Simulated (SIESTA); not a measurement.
The system is HfO2.

```
Hf O
1.0
     5.21946    0.00000    0.00000
     0.00000    5.00476    0.00000
     0.00000    0.00000    5.03269
Hf O
4 8
Direct
  0.96699 0.73252 0.74144
  0.53301 0.73252 0.24144
  0.46699 0.26748 0.74144
  0.03301 0.26748 0.24144
  0.63213 0.92865 0.87927
  0.86787 0.92865 0.37927
  0.23395 0.53988 0.49229
  0.26605 0.53988 0.99229
  0.76605 0.46012 0.99229
  0.73395 0.46012 0.49229
  0.13213 0.07135 0.87927
  0.36787 0.07135 0.37927
```

Measurements of this composition are mostly on another form, of space group No. 14.

Base run:

| Quantity | Value |
| --- | --- |
| Program | SIESTA 5.4.2 |
| Functional | PBE |
| Potentials or basis | PseudoDojo 0.4 standard (PBE files) |
| Basis | TZDP (energy shift 0.002 Ry) |
| Grid cutoff | 800 Ry |
| Energy shift | 0.002 Ry |
| k mesh | 5 × 6 × 5 |
| Occupations | fermi-dirac, width 0.05 eV |
| Spin | no spin polarisation |

Its results: band gap on the k mesh 4.38 eV, indirect (least direct gap 4.59 eV); pressure 10.6 GPa; largest force 0.141 eV/Å.

Problem. The run is repeated on the same cell with these changes: basis from TZDP (energy shift 0.002 Ry) to SZ (energy shift 0.002 Ry). What comes out?

Solution. Band gap on the k mesh 3.55 eV, indirect (least direct gap 3.73 eV); pressure 7.6 GPa; largest force 0.391 eV/Å.

Caveats: spin-orbit coupling is left out, which moves the levels of the heavy elements; the basis of atomic orbitals isn't converged, which shifts pressures, moduli and gaps; semicore shells carry a single zeta, which can move pressures by several GPa and volumes by a few percent (some runs); the basis has no polarisation orbitals (some runs); short orbitals over semicore shells can move pressures by several GPa (some runs).

Not every run made on this cell is shown here.
